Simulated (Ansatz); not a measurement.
**Pressure series of MgTe (F-43m)**

```
Mg Te
1.0
     3.18520    3.18520    0.00000
    -3.18520    3.18520    0.00000
     0.00000    3.18520    3.18520
Mg Te
1 1
Direct
  0.00000 0.00000 0.00000
  0.25000 0.75000 0.50000
```

This is the zero-pressure cell under LDA. Cell and atoms are relaxed by PAW (default files of Ansatz 0.2.0, cutoff 420 eV, stress met within about 0.05 GPa) at each pressure, in this structure whether or not another phase would take over; P is the pressure reached, less that of this cell. Levels come from LDA, all-electron LAPW in Ansatz 0.2.0, scalar-relativistic; k mesh 6×6×6, fixed occupations, basis error target 0.5 meV/atom. Conduction levels are in eV over the valence top (at Γ), at fixed fractional wave vectors. Zone-centre phonons come from finite displacements by PAW, without the LO-TO term.

```csv
P (GPa),V/V₀,Γ,X,L,T2 TO (cm⁻¹)
-2.00,1.0605,2.118,2.739,3.023,223.6
0.00,1.0000,2.378,2.659,3.169,244.6
2.03,0.9537,2.598,2.586,3.288,262.2
4.00,0.9173,2.785,2.520,3.387,277.2
7.02,?,?,?,?,?
10.00,0.8365,3.254,2.342,3.623,314.6
15.01,0.7887,3.570,2.211,3.778,339.9
```

Task: Fit the third-order Birch-Murnaghan equation to the rows shown.

Result: With f = [(V₀/V)^(2/3) − 1]/2, the normalised pressure F = P/[3f(1 + 2f)^(5/2)] is 38.2 GPa at f = -0.0192, 39.0 GPa at f = 0.0160, 39.0 GPa at f = 0.0296, 39.2 GPa at f = 0.0632, 39.3 GPa at f = 0.0857. The line F = B₀[1 + (3/2)(B′ − 4)f] gives B₀ = 38.6 GPa and B′ = 4.2.

Task: What are the volume deformation potentials and pressure coefficients of these levels at zero pressure?

Result: 

```csv
level,dE/dlnV (eV),dE/dP = −(dE/dlnV)/B₀ (meV/GPa),mean slope up to 2.0 GPa (meV/GPa)
Γ,-4.54,117.6,108.3
X,1.46,-37.8,-36.0
L,-2.50,64.8,58.6
```

dE/dlnV is the slope of a cubic fit in ln V at V₀. The last column is read from two rows and shows how the slope bends with pressure.

Task: What mode Grüneisen parameters follow?

Result: γ = −d ln ω/d ln V at V₀ from a quadratic fit in ln V: T2 1.50.

Task: Fill the row at 7.02 GPa.

Result: The fits give V/V₀ = 0.8722 and Γ = 3.037 eV. Computed: V/V₀ = 0.8723, Γ = 3.037, X = 2.427, L = 3.515, T2 TO (cm⁻¹) = 297.3.

Task: Where does the lowest conduction level change its place?

Result: From Γ to X near 1.9 GPa, by linear interpolation between the computed rows. Errors in the spacing of the valleys shift these pressures.

Limits of these numbers: this zinc-blende form is metastable at ambient conditions; no other phase was computed; many crystals of this kind change structure within this range, and rows or crossings beyond such a change describe a metastable lattice; no spin-orbit coupling on heavy atoms; the frozen-core PAW files of the relaxations were fitted under PBE, their cores solved anew for this functional; semilocal gaps are low, and the spacing of valleys can be off by tenths of an eV; levels are read at fixed fractional k, so an edge that moves off these points is missed.
